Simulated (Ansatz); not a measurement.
**Si (4H polytype) by several functionals**

All numbers come from the PAW code Ansatz. Spin-unpolarised throughout. Whether this structure exists isn't addressed.

Si in the 4H polytype structure, relaxed with r2SCAN. Si is surrounded by 4 Si at 2.35 Å; Si is surrounded by 4 Si at 2.35–2.38 Å.

Space group P6_3/mmc (No. 194). a = 3.840 Å, b = 3.840 Å, c = 12.624 Å, α = 90.00°, β = 90.00°, γ = 120.00°

| atom | site | symmetry | x | y | z |
| --- | --- | --- | --- | --- | --- |
| Si | 4e | 3m. | 0.0000 | 0.0000 | 0.9068 |
| Si | 4f | 3m. | 0.3333 | 0.6667 | 0.1559 |

Relaxed lattice by functional, symmetry kept:
```csv
functional,k mesh,a (Å),c (Å),volume (Å³/atom)
PBE,12×12×2,3.859,12.676,20.43
r2SCAN,12×12×2,3.840,12.624,20.15
```

On this one geometry the levels give:

| level | k mesh | gap (eV) | kind | edges | least direct gap (eV) |
| --- | --- | --- | --- | --- | --- |
| PBE | 12×12×2 | 0.57 | indirect | Γ → Γ–M (0.90) | 1.27 |
| r2SCAN | 12×12×2 | 0.76 | indirect | Γ → Γ–M (0.91) | 1.60 |
| HSE06 | 6×6×2 | 1.12 | indirect | Γ → Γ–M (0.91) | 1.95 |
| PBE0 | 6×6×2 | 1.78 | indirect | Γ → Γ–M (0.91) | 2.60 |

PBE: smearing of 0.02 eV; the others have fixed occupations.
Wave cutoffs: 420 eV, 500 eV (r2SCAN).
Points off the special ones are mesh points or PBE's searched band edges, reused at the other levels.

The HSE06 gap is indirect, 1.12 eV (Γ to Γ–M (0.91 of the way from Γ)), below the direct gap of 1.95 eV at Γ. With r2SCAN, at Γ the top three valence levels group as 2+1 from the top, spread over 174 meV.

r2SCAN covers 34 % of the step from PBE to HSE06. All these functionals give a gap of the same kind, indirect.

r2SCAN (ground state on 6×6×2): The clamped-ion dielectric constant comes out as 11.67 along x and y, 12.31 along z. Born charges, averaged over directions: Si -0.02 to +0.02 e. The program notes that the ground state's band table doesn't vouch for all the bands that the response reads.

The meshes of the hybrids are coarse, so their gaps aren't converged to the digits shown.

The splittings at Γ are without spin-orbit coupling, which regroups them where it is of like size or larger.
